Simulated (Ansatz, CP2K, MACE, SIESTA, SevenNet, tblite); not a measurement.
**Running NaBF4(111) slab with Pt (102 atoms) with SIESTA**

Aim: run NaBF4(111) slab with Pt (102 atoms) in SIESTA and see how near its forces come to a plane-wave reference, and at what cost.

Program: SIESTA 5.4.2. Level of theory: the method is named at each step. Results are calculated unless marked as measured.

## (1) Set-up

The cell holds 102 atoms: 16 Na, 16 B, 64 F and 6 Pt. Cell: a = 9.238 Å, b = 18.542 Å, c = 25.152 Å, α = 90.0°, β = 90.0°, γ = 62.8°. It derives from NaBF4 (Cmcm (measured, COD)). Cmcm (COD entry) NaBF4 (cell 6.837, 6.262, 6.792, 90, 90, 90), (111) slab of 2 repeat layers, 1 x 2 surface cells, 16 Å of vacuum; atoms within 2.29 Å of the bottom held; 6 Pt on top sites; displaced by a Gaussian of 0.03 Å. Then every atom was moved at random, 0.05 Å r.m.s. a Cartesian component. Regions: slab, 96 atoms (16 Na, 16 B and 64 F); Pt adsorbates, 6 atoms (6 Pt). Vacuum lies along c.

The yardstick, on the same geometry:

* method: Kohn-Sham DFT, PBE, PAW, plane waves (Ansatz 0.2.0); cutoff 420 eV, Γ point, fermi-dirac smearing of 0.05 eV; PAW set soft_2
* r.m.s. force component: 1.851 eV/Å
* longest force: 10.76 eV/Å
* SCF cycles: 28
* time: 2.2 min on 4 threads of Arm Neoverse V1, shared host
* CPU time: 8.4 min

## (2) PBE, DZP, shift 0.01 Ry, mesh 500 Ry

Method: Kohn-Sham DFT, PBE, PseudoDojo 0.4.1 norm-conserving pseudopotentials (converted to PSML), numerical atomic orbitals (DZP), diagonalisation.

The .psml files are PseudoDojo norm-conserving potentials that we converted to this format, checked against plane waves on the same files for H, C, O, Si, Ge and Ca alone.

input.fdf reads:

```
SystemLabel cell
NumberOfAtoms 102
NumberOfSpecies 4
%block ChemicalSpeciesLabel
  1 11 Na
  2 5 B
  3 9 F
  4 78 Pt
%endblock ChemicalSpeciesLabel
LatticeConstant 1.0 Ang
%block LatticeVectors
  9.23781 0.00000 0.00000
  8.48932 16.48467 0.00000
  0.00000 0.00000 25.15200
%endblock LatticeVectors
PAO.BasisSize DZP
PAO.EnergyShift 0.01 Ry
XC.Functional GGA
XC.Authors PBE
MeshCutoff 500 Ry
%block kgrid_Monkhorst_Pack
  1 0 0 0.0
  0 1 0 0.0
  0 0 1 0.0
%endblock kgrid_Monkhorst_Pack
SolutionMethod diagon
OccupationFunction FD
ElectronicTemperature 580 K
SCF.Mixer.Method Pulay
SCF.Mixer.Weight 0.05
SCF.Mixer.History 8
SCF.Mix Hamiltonian
MaxSCFIterations 300
SCF.DM.Tolerance 1e-04
SCF.H.Tolerance 1.0e-3 eV
WriteForces T
Write.HirshfeldPop T
Write.VoronoiPop T
Write.DM F
Write.H F
XML.Write F
AtomicCoordinatesFormat Fractional
%block AtomicCoordinatesAndAtomicSpecies
  0.71450 0.22934 0.37104 1
  0.27652 0.25773 0.40022 1
  0.71490 0.47871 0.37116 1
  0.27077 0.00702 0.39925 1
  0.86894 0.31394 0.44836 2
  0.11349 0.18167 0.32312 2
  0.86328 0.06331 0.45079 2
  0.11544 0.42987 0.32404 2
  0.00520 0.30655 0.44019 3
  0.49135 0.29088 0.42805 3
  0.48245 0.19930 0.34067 3
  0.95791 0.18754 0.32847 3
  0.02241 0.05714 0.44283 3
  0.50141 0.03789 0.43236 3
  0.48785 0.44770 0.34267 3
  0.95387 0.43943 0.33044 3
  0.88655 0.47759 0.45618 3
  0.10177 0.00497 0.31663 3
  0.77991 0.09367 0.40352 3
  0.20308 0.39697 0.36911 3
  0.87069 0.23631 0.45242 3
  0.10495 0.25529 0.32048 3
  0.78314 0.34604 0.40376 3
  0.20419 0.14671 0.36789 3
  0.01880 0.39032 0.52323 1
  0.58917 0.41924 0.55135 1
  0.03200 0.13536 0.52361 1
  0.58913 0.16480 0.55001 1
  0.18569 0.46120 0.60274 2
  0.42902 0.33836 0.47350 2
  0.19523 0.21374 0.60087 2
  0.42768 0.09123 0.47802 2
  0.33903 0.46115 0.59123 3
  0.81773 0.44325 0.57749 3
  0.80329 0.35196 0.49221 3
  0.26675 0.34431 0.47933 3
  0.34395 0.21160 0.59356 3
  0.81534 0.19757 0.58632 3
  0.80732 0.10467 0.49098 3
  0.28608 0.08606 0.48006 3
  0.20346 0.13218 0.60774 3
  0.41923 0.16424 0.47173 3
  0.09838 0.25147 0.55561 3
  0.52127 0.04806 0.51890 3
  0.19068 0.38536 0.60887 3
  0.41511 0.41712 0.47207 3
  0.08972 0.00430 0.55619 3
  0.50537 0.30267 0.51868 3
  0.70875 0.73270 0.37118 1
  0.28194 0.75751 0.40020 1
  0.71148 0.98114 0.37192 1
  0.26954 0.51017 0.40006 1
  0.86882 0.81017 0.44923 2
  0.11024 0.68357 0.32464 2
  0.86963 0.55552 0.44650 2
  0.11249 0.93020 0.32340 2
[... 42 atom lines left out ...]
  0.19682 0.88661 0.67920 4
  0.81490 0.19623 0.65953 4
  0.20641 0.38369 0.68101 4
  0.82683 0.68566 0.65888 4
%endblock AtomicCoordinatesAndAtomicSpecies
```

Run with:

```bash
$ OMP_NUM_THREADS=1 mpirun -np 2 siesta < input.fdf > output.txt
```

Output:

```text
Version         : 5.4.2
reinit: System Name:
reinit: System Label: cell
initatom: Reading input for the pseudopotentials and atomic orbitals ----------
Species number:   1 Atomic number:   11 Label: Na
Species number:   2 Atomic number:    5 Label: B
Species number:   3 Atomic number:    9 Label: F
Species number:   4 Atomic number:   78 Label: Pt
Ground state valence configuration (from tables):   3s01  3p00  3d00  4f00
Ground state valence configuration (from tables):   2s02  2p01  3d00  4f00
Ground state valence configuration (from tables):   2s02  2p05  3d00  4f00
Ground state valence configuration (from tables):   6s01  6p00  5d09  5f00
---- Processing specs for species: Na
GGA--PBE XC_GGA_X_PBE--XC_GGA_C_PBE pb
Semicore shell(s) with  8 electrons included in the valence for Na
---- Processing specs for species: B
GGA--PBE XC_GGA_X_PBE--XC_GGA_C_PBE pb
---- Processing specs for species: F
GGA--PBE XC_GGA_X_PBE--XC_GGA_C_PBE pb
---- Processing specs for species: Pt
GGA--PBE XC_GGA_X_PBE--XC_GGA_C_PBE pb
Semicore shell(s) with  8 electrons included in the valence for Pt
Semicore shell(s): 2s 2p
Fallback to non-perturbative polarization scheme for Na
Please see the manual if this is not desired in principle
Semicore shell(s): 5s 5p
Fallback to non-perturbative polarization scheme for Pt
Please see the manual if this is not desired in principle
Na pseudopotential only contains V_ls up to l=1 -- lmxkb reset.
B pseudopotential only contains V_ls up to l=1 -- lmxkb reset.
F pseudopotential only contains V_ls up to l=2 -- lmxkb reset.
Using PAO.SplitTailNorm
%block ChemicalSpeciesLabel
    1   11 Na                      # Species index, atomic number, species label
    2    5 B                       # Species index, atomic number, species label
    3    9 F                       # Species index, atomic number, species label
    4   78 Pt                      # Species index, atomic number, species label
%endblock ChemicalSpeciesLabel
[... lines left out ...]
Total number of electrons:   748.000000
[... lines left out ...]
Attempting to read DM from file... Failed...
DM filled with atomic data:
InitMesh: MESH = 120 x 240 x 360 = 10368000
InitMesh: Mesh cutoff (required, used) =   500.000   566.190 Ry
stepf: Fermi-Dirac step function
        iscf     Eharris(eV)        E_KS(eV)     FreeEng(eV)     dDmax    Ef(eV) dHmax(eV)
   scf:    1   -83735.410657   -84859.555190   -84859.935005  1.795072 -2.207931 80.807135
   scf:    2   -84062.789917   -85044.910984   -85045.367053  2.419611 -3.159648101.939141
   scf:    3   -85188.696779   -85390.880805   -85391.122634  2.085962 -4.346288 27.252622
   scf:    4   -85281.244654   -85372.258083   -85372.481349  1.560178 -4.423617 41.389245
[...]
scf:    8   -83924.327689   -84942.511599   -84942.735802  2.105150 -3.825902134.757572
   scf:    9   -84965.019925   -84953.807268   -84954.037516  0.063420 -3.833977133.098517
[...]
scf:   11   -84532.895796   -84929.352763   -84929.548780  1.158665 -3.782717136.392357
   scf:   12   -84909.906005   -84919.713923   -84919.904852  0.120253 -3.750187137.689724
[...]
scf:   54   -85447.764255   -85447.764237   -85448.097061  0.000068 -4.209437  0.001285
   scf:   55   -85447.764312   -85447.764275   -85448.097061  0.000065 -4.209451  0.000573
SCF Convergence by DM+H criterion
max |DM_out - DM_in|         :     0.0000646325
max |H_out - H_in|      (eV) :     0.0005733104
SCF cycle converged after 55 iterations
Using DM_out to compute the final energy and forces
siesta: E_KS(eV) =           -85447.7643
siesta: E_KS - E_eggbox =    -85447.7643
siesta: Atomic forces (eV/Ang):
     1   -0.788001    0.189051    0.225786
     2    0.655763   -0.383248   -0.428952
     3   -1.084373    0.066735    0.117825
[...]
101    0.567345    1.183770    4.945325
   102    0.020296   -0.376778    0.628412
----------------------------------------
   Tot    0.040230    0.067014   -0.050043
----------------------------------------
   Max   11.291868
   Res    1.877283    sqrt( Sum f_i^2 / 3N )
----------------------------------------
   Max   11.291868    constrained
Stress tensor Voigt[x,y,z,yz,xz,xy] (kbar):        3.73        5.80      -10.60        3.13       -3.08        0.98
(Free)E + p*V (eV/cell)   -85447.2503
Target enthalpy (eV/cell)   -85448.0971
siesta: Program's energy decomposition (eV):
siesta: Ebs     =    -15759.222012
siesta: Eions   =    125652.824729
siesta: Ena     =     19067.982795
siesta: Ekin    =     47550.772742
siesta: Enl     =     -9700.517057
siesta: DEna    =       343.391324
siesta: DUscf   =        25.079838
siesta: Ex      =    -16099.489127
siesta: Ec      =      -982.160062
siesta: Exc     =    -17081.649189
siesta: Eharris =    -85447.764312
siesta: Etot    =    -85447.764275
siesta: FreeEng =    -85448.097061
siesta: Final energy (eV):
siesta:  Band Struct. =  -15759.222012
siesta:       Kinetic =   47550.772742
siesta:       Hartree =  304947.662105
siesta:         Exch. =  -16099.489127
siesta:         Corr. =    -982.160062
siesta:   Exch.-corr. =  -17081.649189
siesta:  Ion-electron = -655071.698249
siesta:       Ion-ion =  234207.148316
siesta:         Total =  -85447.764275
siesta:         Fermi =      -4.209451
siesta: Stress tensor (static) (eV/Ang**3):
siesta:     0.002330    0.000613   -0.001922
siesta:     0.000613    0.003622    0.001953
siesta:    -0.001922    0.001953   -0.006615
siesta: Cell volume =       3830.203136 Ang**3
siesta: Pressure (static):
siesta:                Solid            Molecule  Units
siesta:           0.00000241          0.00004060  Ry/Bohr**3
siesta:           0.00022109          0.00372798  eV/Ang**3
siesta:           0.35421793          5.97288517  kBar
    Orbital volume contribution        =          43.763203 eV
    (Free)E + p_basis*V_orbitals       =      -85404.333859 eV
    (Free)Eharris+ p_basis*V_orbitals  =      -85404.333896 eV
siesta: Electric dipole (a.u.)  =    0.000000    0.000000    3.406450
siesta: Electric dipole (Debye) =    0.000000    0.000000    8.658331
Hirshfeld Atomic Populations:
Atom #   charge [q] valence [e]  Species
     1     0.269637    8.730363  Na
     2     0.168184    8.831816  Na
     3     0.261233    8.738767  Na
[...]
5     0.141069    2.858931  B
     6     0.331311    2.668689  B
     7     0.166374    2.833626  B
[...]
9    -0.065214    7.065214  F
    10    -0.074753    7.074753  F
    11    -0.472755    7.472755  F
[...]
97     0.162896   17.837104  Pt
    98     0.170639   17.829361  Pt
    99     0.127400   17.872600  Pt
[...]
--------------------
 Total    -0.000025
Voronoi Atomic Populations:
Atom #   charge [q] valence [e]  Species
[...]
75     0.158274    8.841726  Na
    76     0.168564    8.831436  Na
[...]
79     0.241900    2.758100  B
    80     0.257863    2.742137  B
[...]
95    -0.066913    7.066913  F
    96    -0.111873    7.111873  F
[...]
101     0.107784   17.892216  Pt
   102     0.046337   17.953663  Pt
--------------------
 Total    -0.000025
```

The job ended after 9.7 min (2 MPI ranks of Arm Neoverse V1, shared host; peak memory 3 GiB; 19 min of CPU time).

Banners, paths, timers and routine set-up lines are dropped from the logs unmarked, and long logs keep their key lines alone; longer cuts are marked.

Against the reference:

```
r.m.s. force component                  : 1.877 eV/Å
r.m.s. difference of force components   : 306.4 meV/Å
longest difference of force vectors     : 1166 meV/Å
force difference over r.m.s. force      : 16.55 %
slope of forces against the reference's : 1.001
correlation of force components         : 0.9866
```

Length of the force difference by element (eV/Å):

| element | atoms | mean | most |
| --- | --- | --- | --- |
| B | 16 | 0.58 | 1.1 |
| F | 64 | 0.52 | 1.2 |
| Na | 16 | 0.16 | 0.26 |
| Pt | 6 | 0.31 | 0.53 |

The surroundings of F9, which bears the longest force among the free atoms, nearest first, numbered as they follow in the input and with coordinates relative to it.

| atom | x | y | z | distance (Å) | bonds | Hirshfeld charge (e) | Fx | Fy | Fz (eV/Å) |
| --- | --- | --- | --- | --- | --- | --- | --- | --- | --- |
| F9 | 0.00 | 0.00 | 0.00 | 0.00 | 3 | -0.07 | 11.29 | -1.51 | -0.95 |
| B5 | -1.20 | 0.12 | 0.21 | 1.22 | 4 | 0.14 | -7.27 | -2.11 | -0.85 |
| F23 | -1.72 | 0.65 | -0.92 | 2.05 | 3 | -0.10 | -2.23 | 2.10 | -2.98 |
| F35 | -1.48 | 0.75 | 1.31 | 2.11 | 3 | -0.07 | -1.14 | 2.90 | 4.30 |
| F21 | -1.84 | -1.16 | 0.31 | 2.19 | 3 | -0.15 | -0.49 | -1.84 | 0.29 |
| Na2 | 2.09 | -0.80 | -1.01 | 2.46 | 8 | 0.17 | 0.66 | -0.38 | -0.43 |
| Na25 | 0.84 | 1.38 | 2.09 | 2.64 | 8 | 0.15 | -0.28 | 0.24 | 0.09 |
| F17 | 0.36 | 2.82 | 0.40 | 2.87 | 3 | -0.07 | -0.39 | 0.05 | -0.65 |
| F36 | 2.74 | 0.62 | 0.98 | 2.97 | 3 | -0.14 | -0.64 | 0.33 | -0.23 |
| F43 | 0.39 | -0.91 | 2.90 | 3.07 | 3 | -0.05 | -0.15 | 0.04 | 1.29 |
| F22 | 0.49 | -0.85 | -3.01 | 3.16 | 2 | -0.05 | 0.87 | 1.07 | -2.15 |
| F24 | 0.48 | -2.63 | -1.82 | 3.24 | 3 | -0.02 | 0.16 | -1.92 | -0.69 |

Forces lie 17 % from the reference's, at 2.3 times its CPU time (on 2 against 4 cores).

## (3) PBE, TZP, shift 0.01 Ry, mesh 500 Ry

Method: Kohn-Sham DFT, PBE, PseudoDojo 0.4.1 norm-conserving pseudopotentials (converted to PSML), numerical atomic orbitals (TZP), diagonalisation.

Edit input.fdf of step 2 so:

```diff
@@ -15,3 +15,3 @@
 %endblock LatticeVectors
-PAO.BasisSize DZP
+PAO.BasisSize TZP
 PAO.EnergyShift 0.01 Ry
```

Run with:

```bash
$ OMP_NUM_THREADS=1 mpirun -np 4 siesta < input.fdf > output.txt
```

Output:

```text
Version         : 5.4.2
reinit: System Name:
reinit: System Label: cell
initatom: Reading input for the pseudopotentials and atomic orbitals ----------
Species number:   1 Atomic number:   11 Label: Na
Species number:   2 Atomic number:    5 Label: B
Species number:   3 Atomic number:    9 Label: F
Species number:   4 Atomic number:   78 Label: Pt
Ground state valence configuration (from tables):   3s01  3p00  3d00  4f00
Ground state valence configuration (from tables):   2s02  2p01  3d00  4f00
[... lines left out ...]
SCF Convergence by DM+H criterion
[... lines left out ...]
SCF cycle converged after 68 iterations
[... lines left out ...]
   Max   11.236810
[... lines left out ...]
   Max   11.236810    constrained
Stress tensor Voigt[x,y,z,yz,xz,xy] (kbar):        6.09        8.86       -7.86        2.56       -3.17        1.09
[... lines left out ...]
siesta: FreeEng =    -85457.485955
[... lines left out ...]
siesta:         Fermi =      -4.222598
[... lines left out ...]
siesta:          -2.36531593          3.11093842  kBar
    Orbital volume contribution        =          53.985352 eV
    (Free)E + p_basis*V_orbitals       =      -85403.500603 eV
    (Free)Eharris+ p_basis*V_orbitals  =      -85403.500622 eV
siesta: Electric dipole (a.u.)  =    0.000000    0.000000    3.467433
siesta: Electric dipole (Debye) =    0.000000    0.000000    8.813335
Hirshfeld Atomic Populations:
Atom #   charge [q] valence [e]  Species
     1     0.275075    8.724925  Na
     2     0.177616    8.822384  Na
     3     0.266873    8.733127  Na
[...]
5     0.155059    2.844941  B
     6     0.346864    2.653136  B
     7     0.181538    2.818462  B
[...]
9    -0.071923    7.071923  F
    10    -0.082054    7.082054  F
    11    -0.473270    7.473270  F
[...]
97     0.164206   17.835794  Pt
    98     0.172136   17.827864  Pt
    99     0.127215   17.872785  Pt
[...]
--------------------
 Total    -0.000014
Voronoi Atomic Populations:
Atom #   charge [q] valence [e]  Species
[...]
75     0.163162    8.836838  Na
    76     0.171514    8.828486  Na
[...]
79     0.252873    2.747127  B
    80     0.271303    2.728697  B
[...]
95    -0.070449    7.070449  F
    96    -0.115702    7.115702  F
[...]
101     0.107199   17.892801  Pt
   102     0.043580   17.956420  Pt
--------------------
 Total    -0.000015
```

The job ended after 7.2 min (4 MPI ranks; peak memory 3.6 GiB).

Numbers from this run, and their distance from the reference:

- r.m.s. force component: 1.876 eV/Å
- r.m.s. difference of force components: 223.5 meV/Å
- longest difference of force vectors: 871.2 meV/Å
- force difference over r.m.s. force: 12.08 %
- slope of forces against the reference's: 1.006
- correlation of force components: 0.9929

Against the first run (17 %), the force difference from the reference is 12 %, at 1.5 times the CPU time (on 4 against 2 cores), with 1670 basis functions against 1298: the larger basis brings the forces nearer.

## (4) PBE, DZP, shift 0.01 Ry, mesh 100 Ry

Method: Kohn-Sham DFT, PBE, PseudoDojo 0.4.1 norm-conserving pseudopotentials (converted to PSML), numerical atomic orbitals (DZP), diagonalisation.

Edit input.fdf of step 3 so:

```diff
@@ -15,3 +15,3 @@
 %endblock LatticeVectors
-PAO.BasisSize TZP
+PAO.BasisSize DZP
 PAO.EnergyShift 0.01 Ry
@@ -19,3 +19,3 @@
 XC.Authors PBE
-MeshCutoff 500 Ry
+MeshCutoff 100 Ry
 %block kgrid_Monkhorst_Pack
```

Run with:

```bash
$ OMP_NUM_THREADS=1 mpirun -np 2 siesta < input.fdf > output.txt
```

Output:

```text
Version         : 5.4.2
reinit: System Name:
reinit: System Label: cell
initatom: Reading input for the pseudopotentials and atomic orbitals ----------
Species number:   1 Atomic number:   11 Label: Na
Species number:   2 Atomic number:    5 Label: B
Species number:   3 Atomic number:    9 Label: F
Species number:   4 Atomic number:   78 Label: Pt
Ground state valence configuration (from tables):   3s01  3p00  3d00  4f00
Ground state valence configuration (from tables):   2s02  2p01  3d00  4f00
[... lines left out ...]
SCF Convergence by DM+H criterion
[... lines left out ...]
SCF cycle converged after 62 iterations
[... lines left out ...]
   Max   11.252738
[... lines left out ...]
   Max   11.252738    constrained
Stress tensor Voigt[x,y,z,yz,xz,xy] (kbar):       -0.00        3.90      -11.71        3.13       -3.07       -0.61
[... lines left out ...]
siesta: FreeEng =    -85450.960040
[... lines left out ...]
siesta:         Fermi =      -4.210500
[... lines left out ...]
siesta:           2.60410808          8.22116907  kBar
    Orbital volume contribution        =          43.763203 eV
    (Free)E + p_basis*V_orbitals       =      -85407.196837 eV
    (Free)Eharris+ p_basis*V_orbitals  =      -85407.196849 eV
siesta: Electric dipole (a.u.)  =    0.000000    0.000000    3.404200
siesta: Electric dipole (Debye) =    0.000000    0.000000    8.652612
Hirshfeld Atomic Populations:
Atom #   charge [q] valence [e]  Species
     1     0.269516    8.730484  Na
     2     0.168033    8.831967  Na
     3     0.261146    8.738854  Na
[...]
5     0.141122    2.858878  B
     6     0.331427    2.668573  B
     7     0.166388    2.833612  B
[...]
9    -0.065267    7.065267  F
    10    -0.074748    7.074748  F
    11    -0.472675    7.472675  F
[...]
97     0.162924   17.837076  Pt
    98     0.170568   17.829432  Pt
    99     0.127541   17.872459  Pt
[...]
--------------------
 Total    -0.000111
Voronoi Atomic Populations:
Atom #   charge [q] valence [e]  Species
[...]
75     0.157881    8.842119  Na
    76     0.168061    8.831939  Na
[...]
79     0.242448    2.757552  B
    80     0.255688    2.744312  B
[...]
95    -0.067016    7.067016  F
    96    -0.111468    7.111468  F
[...]
101     0.097746   17.902254  Pt
   102     0.043675   17.956325  Pt
--------------------
 Total    -0.000057
```

Elapsed: 1.9 min, on 2 MPI ranks; peak memory 0.66 GiB.

Compared with the plane-wave run:

```
r.m.s. force component                          : 1.877 eV/Å
r.m.s. difference of force components           : 316.2 meV/Å
longest difference of force vectors             : 1145 meV/Å
force difference over r.m.s. force              : 17.08 %
slope of forces against the reference's         : 0.9994
correlation of force components                 : 0.9857
energy less the same-level run's                : -28.07 meV/atom
r.m.s. force difference from the same-level run : 70.11 meV/Å
```

This is a coarse setting, run to see what it loses.

Against the first run (17 %), the force difference from the reference is 17 %, at 0.20 times the CPU time: the change moves forces by 70 meV/Å r.m.s., so most of the difference comes from elsewhere.

(Part 1 of 2 ends here.)

[Also dropped from logs without a mark: logging warnings of Python, and SIESTA's first energy breakdown and zero terms.]

[Logs are printed without paths, hosts, clocks, repeated set-up lines and the standing remarks that a program may print on its own settings, such as how far it seeks lower states.]

[Hosts, paths, dates, database ids (printed as entryN), source tags and the programs' standing remarks are cut or masked in the printed files.]
